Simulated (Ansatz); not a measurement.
SrCl2 built on the fluorite prototype (r2SCAN geometry), in Ansatz:

```cif
data_structure
_symmetry_space_group_name_H-M 'Fm-3m'
_symmetry_Int_Tables_number 225
_cell_length_a 6.9954
_cell_length_b 6.9954
_cell_length_c 6.9954
_cell_angle_alpha 90.000
_cell_angle_beta 90.000
_cell_angle_gamma 90.000
_cell_volume 342.33
loop_
_atom_site_label
_atom_site_type_symbol
_atom_site_symmetry_multiplicity
_atom_site_Wyckoff_symbol
_atom_site_fract_x
_atom_site_fract_y
_atom_site_fract_z
_atom_site_occupancy
Sr1 Sr 4 a 0.00000 0.00000 0.00000 1
Cl1 Cl 8 c 0.25000 0.75000 0.75000 1
```

G0W0@PBE with 321 empty bands, a screening cutoff of 140 eV and a 4×4×4 mesh (PAW, contour deformation) gives 7.451 eV over the mesh points, from a PBE gap of 5.312 eV; it sums over 333 bands with 331 plane waves in the screening and a wave cutoff of 420 eV. No extrapolation in bands, cutoff or mesh was made for G0W0. Spin-unpolarised throughout; all numbers are computed.

(1) Estimate the gap with empty bands 591, screening cutoff 210 eV.

(2) Estimate the gap with starting point LDA.

(3) Estimate the gap with starting point r2SCAN.

(4) Another run gave a Kohn-Sham gap of 5.312 eV and a G0W0 gap of 7.272 eV, summing over 151 bands with 137 plane waves in the screening and a wave cutoff of 420 eV. What was changed?

## Answers

(1) 7.544 eV (+0.093 eV), from a Kohn-Sham gap of 5.312 eV.

(2) 7.310 eV (-0.141 eV), from a Kohn-Sham gap of 4.850 eV.

(3) 7.776 eV (+0.325 eV), from a Kohn-Sham gap of 5.937 eV.

(4) Empty bands 139, screening cutoff 80 eV. The counts of bands and plane waves show it.
